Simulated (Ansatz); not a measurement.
Na2S:

```
S Na
1.0
     0.00000    3.27350    3.27350
     3.27350    0.00000    3.27350
     3.27350    3.27350    0.00000
S Na
1 2
Direct
  0.00000 0.00000 0.00000
  0.75000 0.75000 0.75000
  0.25000 0.25000 0.25000
```

Base run:

| Item | Value |
| --- | --- |
| Program | Ansatz 0.2.0 |
| Functional | HSE06 |
| Potentials or basis | Ansatz PAW |
| Cutoff | 420 eV (not typed: the program's choice for these potentials) |
| k mesh | 6 × 6 × 6 |
| Occupations | fermi-dirac, width 0.05 eV |
| Spin | no spin polarisation |

Its results: band gap on the k mesh 3.46 eV, direct; pressure -0.3 GPa.

The run is repeated on the same cell with these changes: functional from HSE06 to PBE0. What comes out?

Band gap on the k mesh 4.13 eV, direct; pressure -0.3 GPa.

Caveats: the PAW data sets come from PBE, with cores solved anew for the run's functional, which leaves a small shift of forces and pressure; the thresholds are loose for stress.
